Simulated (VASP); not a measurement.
## From an Ansatz input to VASP: SnSe₂ (distorted 1T (CdI2) bulk)

Ansatz input

```yaml
crystal:
  lattice:
    - [3.8265, -0.0304, 0.0271]
    - [-1.9396, 3.4058, -0.0868]
    - [0.0442, -0.1377, 6.3222]
  atoms:
    - { symbol: Sn, position: [0.9726, 0.9863, 0.9811] }
    - { symbol: Se, position: [0.3296, 0.6864, 0.2525] }
    - { symbol: Se, position: [0.6584, 0.3085, 0.7402] }
kpoints:
  mp_grid: { grid: [6, 6, 4] }
hamiltonian:
  xc: pbe
scf:
  occupations: { method: fermi_dirac, width: 0.02 }
  n_extra_bands: 4
output:
  forces: true
  stress: true
  eigenvalues: true
```

Which VASP files do the same job?



INCAR

```
EDIFF = 1E-7
LREAL = .FALSE.
LWAVE = .FALSE.
NBANDS = 20
NSW = 0
IBRION = -1
ENCUT = 520
LCHARG = .FALSE.
PREC = Accurate
SIGMA = 0.02
ISIF = 2
LASPH = .TRUE.
GGA = PE
ISMEAR = -1
NELM = 120
```

KPOINTS

```
KPOINTS created by Atomic Simulation Environment
0
Gamma
6 6 4
0 0 0
```

POSCAR

```
Sn Se
 1.0000000000000000
     3.8264999999999998   -0.0304000000000000    0.0271000000000000
    -1.9396000000000000    3.4058000000000002   -0.0868000000000000
     0.0442000000000000   -0.1377000000000000    6.3221999999999996
 Sn  Se
   1   2
Cartesian
  1.8519910399999997  3.1944760300000001  6.1434570399999995
 -0.0589665400000002  2.2929520299999999  1.5457081399999999
  1.9537178399999997  0.9287484000000000  4.6707572799999992
```

VASP ran with the recommended PBE PAW datasets (26 valence electrons in the cell). Other inputs would serve too.

|  | Ansatz | VASP |
| --- | --- | --- |
| gap between bands v and c on the k mesh | 0.42 eV | 0.41 eV |
| least direct gap on the k mesh | 0.73 eV | 0.72 eV |
| pressure | 0.2 GPa | 0.3 GPa |
| largest force | 1.33 eV/Å | 1.33 eV/Å |

Each program uses its own PAW datasets. VASP's cell holds 26 valence electrons and Ansatz's 46. Ansatz's stress includes a Pulay correction; VASP's doesn't.
